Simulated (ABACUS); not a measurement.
## Nb: equation of state with AM05

**Measured values to compare with.**

From “Pressure effects on the electronic structure and superconductivity of (TaNb)0.67(HfZrTi)0.33 high entropy alloy”, 2019, arxiv:1910.08312, for a bulk crystal of Nb: bulk modulus 169 GPa.

The system is Nb.

```
Nb
1.0
    -1.66395    1.66395    1.66395
     1.66395   -1.66395    1.66395
     1.66395    1.66395   -1.66395
Nb
1
Direct
  0.00000 0.00000 0.00000
```

```
Program                                       : ABACUS 3.10.1
Task                                          : equation of state
Functional                                    : AM05
Potentials or basis                           : PseudoDojo NC SR 0.5 PBE standard
Cutoff                                        : 1116 eV
Density cutoff                                : 4463 eV
Basis                                         : plane waves
k mesh                                        : 9 × 9 × 9
Occupations                                   : fermi-dirac, width 0.05 eV
Spin                                          : no spin polarisation
Radial cutoff of the potentials (pseudo_rcut) : 10 bohr
SCF threshold on the density                  : 1e-08
Max SCF steps                                 : 100
Eigensolver                                   : dav
Mixing                                        : broyden
Mixing share                                  : 0.7
Symmetry key                                  : 1
Bands                                         : 11
```

```json
{
 "Equilibrium volume": "17.46 Å³/atom",
 "Bulk modulus": "181 GPa",
 "Pressure derivative of the bulk modulus": "3.6 (rough: it moves with the points fitted)"
}
```

Energy against volume, from the lowest point:
| volume (Å³/atom) | energy (meV/atom) |
| --- | --- |
| 17.322 | 0.00 |
| 18.060 | 10.44 |
| 18.797 | 51.00 |
| 19.534 | 116.45 |

All runs of the series together: 6.3 s on 4 threads of Intel(R) Xeon(R) Platinum 8559C (Emerald Rapids), with other jobs on the host.

Measured bulk modulus of Nb: 169 GPa (quoted in “Pressure effects on the electronic structure and superconductivity of (TaNb)0.67(HfZrTi)0.33 high entropy alloy”, 2019, arxiv:1910.08312). This calculation gives 181 GPa (+7.0 %). The fit is for a static lattice scaled at fixed shape and fixed fractional positions.

Caveat: the potentials were made for another functional, which shifts forces and pressure.
